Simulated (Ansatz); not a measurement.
Set up this calculation in Ansatz 0.2.0, as an ASE script.

| Quantity | Value |
| --- | --- |
| Task | relaxation of the atoms |
| Functional | PBE |
| Potentials or basis | Ansatz PAW |
| Cutoff | 420 eV |
| Density cutoff | 1680 eV |
| k mesh | 7 × 7 × 4 |
| Occupations | fermi-dirac, width 0.025 eV |
| Spin | collinear spin, random start |
| Starting moments | [0.3, -0.11] μB |
| Driver | chain |

The structure of Hf lies in Hf.xyz:

```xyz
2
Lattice="3.1967000000 0.0000000000 0.0000000000 -1.5983500000 2.7684234083 0.0000000000 0.0000000000 0.0000000000 5.0578000000" Properties=species:S:1:pos:R:3 pbc="T T T"
Hf     1.6086305872      0.9231806171      3.7855660458
Hf    -0.0161545235      1.8546194413      1.2591190788
```

The cell isn't the ideal one: atoms moved at random, drawn with an rms of 0.02 Å.

These files were run (other wordings do the same):

run.py

```python
import json

import ase.io
import numpy as np

import ansatz as az

atoms = ase.io.read("Hf.xyz")
atoms.set_initial_magnetic_moments([0.3, -0.11])

calculation = (
    az.Crystal.from_ase(atoms)
    .calculation()
    .kpoints(7, 7, 4)
    .functional("pbe")
    .pseudopotentials(kind="paw")
    .spin("collinear")
    .occupations(method="fermi_dirac", width=0.025)
    .relax(force_tolerance=0.01, max_steps=40)
    .forces()
    .stress()
)
outcome = calculation.run(threads=2, events_out="events.jsonl")

report = outcome.report
for line in open("events.jsonl"):
    event = json.loads(line)
    if event["event"] == "scf_iter":
        d = event["data"]
        print(f"SCF {d['iter']:3d}  HF = {d['harris_foulkes_ev']:.6f} eV  dr2 = {d['dr2_ev']:.2e} eV")
    elif event["event"] in ("relax_step", "md_step"):
        d = event["data"]
        print(f"{event['event']} {d['step']:3d}  E = {d['lagrangian_ev']:.6f} eV")
np.set_printoptions(precision=5, suppress=True, linewidth=110)
print("converged:", report["converged"], "after", report["n_iterations"], "iterations")
print(f"free energy {report['free_energy_ev']:.6f} eV, Fermi level {report['fermi_energy_ev']:.4f} eV")
for key in ("band_edges_ev", "magnetization_mub", "site_moments_mub", "site_moments_nc_mub", "forces_ev_ang",
                "stress_gpa"):
    if report.get(key) is not None:
        print(key, np.array(report[key]), sep="\n")
```

Potentials or basis: Ansatz PAW.

Run with:

```sh
$ python run.py
```

It gave:

| Item | Value |
| --- | --- |
| Energy gained by relaxing | 0.3 meV/atom |
| Ionic steps | 3 |
| Pressure after relaxing | 1.0 GPa |
| Net moment | 0.00 μB per cell |
| Absolute moment | 0.00 μB per cell |

Caveat: the starting moments weren't kept; the thresholds are loose for stress.

Wall time 43 s on 2 threads of Arm Neoverse V1, with other jobs on the host, peak memory 0.6 GiB.
